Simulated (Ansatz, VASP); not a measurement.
## MgO in VASP and in Ansatz

The input INCAR:

```
PREC     = Accurate       # precision mode
ENCUT    = 520            # plane-wave cutoff, eV
EDIFF    = 1E-6           # SCF threshold, eV
ISMEAR   = -1             # smearing method
SIGMA    = 0.02           # smearing width, eV
LREAL    = False          # projectors in reciprocal space
LASPH    = True           # aspherical terms in the spheres
NELM     = 60             # most SCF steps
ALGO     = Normal         # electronic algorithm
ISIF     = 2              # what is computed and relaxed
LWAVE    = False          # write WAVECAR
LCHARG   = False          # write CHGCAR
GGA      = PE             # functional
NBANDS   = 11             # bands
```

KPOINTS

```
Automatic mesh
0
Gamma
  10 10 10
```

The input POSCAR:

```
MgO
1.0
    0.0000000000      2.2934156900      2.2658002208
    2.2934156900      0.0000000000      2.2658002208
    2.2934156900      2.2934156900      0.0000000000
Mg O
1 1
Direct
    0.0000000000      0.0000000000      0.0000000000
    0.2500000000      0.2500000000      0.2500000000
```

Input for Ansatz:

```yaml
crystal:
  lattice:
    - [0.0, 2.29341569, 2.2658002208]
    - [2.29341569, 0.0, 2.2658002208]
    - [2.29341569, 2.29341569, 0.0]
  atoms:
    - { symbol: Mg, position: [0.0, 0.0, 0.0] }
    - { symbol: O, position: [0.25, 0.25, 0.25] }
kpoints:
  mp_grid: { grid: [10, 10, 10] }
  band_path:
    path:
      - [0.0, 0.0, 0.0]
      - [-0.5, -0.5, 0.0]
      - [-0.375, -0.375, 0.25]
      - [-0.375, 0.0, 0.375]
      - [0.0, 0.0, 0.5]
      - [-0.5, -0.25, 0.25]
    npoints: 1
hamiltonian:
  xc: pbe
scf:
  occupations: { method: fermi_dirac, width: 0.02 }
  n_extra_bands: 4
output:
  forces: true
  stress: true
  eigenvalues: true
```

Change from the starting cell: epitaxial_xy strain +0.5%.

Alike in both runs: task single point; functional PBE; k mesh 10 × 10 × 10; occupations fermi-dirac, width 0.02 eV; no spin polarisation.

```csv
,VASP,Ansatz
version,VASP 6.6.1,Ansatz 0.2.0
potentials or method,"VASP PAW PBE potentials, release 64 (Mg, O)","plane waves, PAW"
plane-wave cutoff (eV),520,420
valence electrons in the cell,8,16
```

Ansatz gave:

- gap on the k mesh at the Fermi level (eV): 3.62
- pressure (GPa): 3.5
- largest component of the traceless stress (GPa): 0.29

**Question.** What did VASP give for the same quantities?

**Answer.** gap on the k mesh at the Fermi level (eV): 3.61; pressure (GPa): 3.1; largest component of the traceless stress (GPa): 0.30.

The two sets of potentials don't hold the same shells in valence.
